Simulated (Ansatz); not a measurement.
Ionic part of the dielectric constant of TlBr, mode by mode

Computed with Ansatz, DFT LDA, scalar-relativistic, plane waves, PAW. Cutoff 420 eV, 8×8×8 k-points (Γ-centred), fixed occupations. No spin polarisation. Phonons by linear response, acoustic sum rule imposed.

It takes space group Pm-3m (No. 221, cubic). The conventional cell has a = 3.840 Å, b = 3.840 Å, c = 3.840 Å, α = 90.00°, β = 90.00°, γ = 90.00°. Tl (site symmetry m-3m) has 8 Br at 3.33 Å as nearest neighbours. Br (site symmetry m-3m) has 8 Tl at 3.33 Å as nearest neighbours.

Spin–orbit coupling is left out, which matters for heavy elements. The run warned that the force constants aren't converged on this k mesh, so the frequencies and all that is formed from them are rough.

The primitive cell has V = 56.61 Å³ and ε∞,xx = 7.195. Each polar mode adds Δε = (4.92064×10⁷/V)·S/ν² along x, with S its oscillator strength in e²/amu, ν in cm⁻¹ and V in Å³.

Question: From these modes, find each Δε and ε0,xx.
```csv
ν (cm⁻¹),S_xx (e²/amu)
47.0,0.08733
```

Answer:
```csv
ν (cm⁻¹),Δε
47.0,34.39
```

The sum is 34.393, so ε0,xx = 41.59; the run's tensor has 41.59.

Question: Where do the longitudinal modes lie for a wave vector along x?

Answer: At 113 cm⁻¹. The Lyddane–Sachs–Teller product Π(ν_LO/ν_TO)² = 5.78 matches ε0/ε∞ = 5.78.

Cost: 1 run of about 1.1 core-minutes, on Arm Neoverse N1 (shared hosts).